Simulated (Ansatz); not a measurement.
HBr, 2 atoms in the cell. It takes space group Fmmm (No. 69, orthorhombic). Conventional cell: a = 5.555 Å, b = 5.640 Å, c = 6.063 Å, α = 90.00°, β = 90.00°, γ = 90.00°. Around Br (site symmetry mmm) lie 6 H at 2.78 to 3.03 Å. Around H (site symmetry mmm) lie 6 Br at 2.78 to 3.03 Å. 

* Program: Ansatz 0.2.0
* Task: projected density of states
* Functional: HSE06
* Potentials or basis: Ansatz PAW
* Cutoff: 420 eV (not typed: the program's choice for these potentials)
* k mesh: 5 × 5 × 5
* Occupations: fermi-dirac, width 0.05 eV
* Spin: no spin polarisation

Potentials or basis: Ansatz PAW.

Launch:

```sh
$ ansatz run input.yaml --threads 2 --pin off --max-ram 5632MiB --backend cpu --events-out ev --progress --plain --runs-dir out
```

Hardware: 2 threads of Arm Neoverse V2, on a shared host.

Question: How long does it take, and how much memory?

Answer: Run time: 12 s on 2 threads of Arm Neoverse V2 (shared host), peak memory 0.71 GiB. Counts: scf iterations 23, plane waves 927, k points 27, bands 10.
